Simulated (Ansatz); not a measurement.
TiAl: energy along a strain

TiAl, P-6m2, a = 2.867 Å, c = 4.678 Å (as given, not relaxed at this level: -1.1 GPa). The structure is a Materials Project entry; whether it is the stable form wasn't checked. Ansatz: r2SCAN, PAW, 500 eV, Γ-centred 18×18×10 mesh on 2 atoms, Gaussian smearing 0.15 eV; no spin polarisation. Cell vectors (Å): 2.867 0.000 0.000; -1.434 2.483 0.000; 0.000 0.000 4.678. The cell is strained by x per cent times the pattern (1 0 0 0 0 0) in the order xx yy zz yz xz xy (engineering shears), with fractional coordinates held. y is the free energy over the start, V0 = 16.653 Å³/atom.

```
x (%) y (meV/atom)
-2.00             ?
-1.50          1.33
-1.00          0.41
-0.50         -0.03
 0.00          0.00
 0.50          0.48
 1.00          1.39
 1.50          2.74
 1.75          3.56
 2.00          4.49
```

Question: Fit y = c1 x + c2 x² + c3 x³ to the other rows, get the stiffness along the pattern, and predict the missing energy.

Answer: Least squares on the rows shown. y = 0.5099 x + 0.9034 x² − 0.01804 x³. The clamped-ion stiffness p·C·p = 2 × 9.034 eV × 160.2 / 16.653 Å³ = 174 GPa, which is C11 in these axes (second derivative at the start, which stands under stress). At x = -2.00 the fit asked for gives 2.74 meV/atom. The run gave 2.73 meV/atom, so the fit is 0.01 meV/atom too high, a small miss on the scale of the series.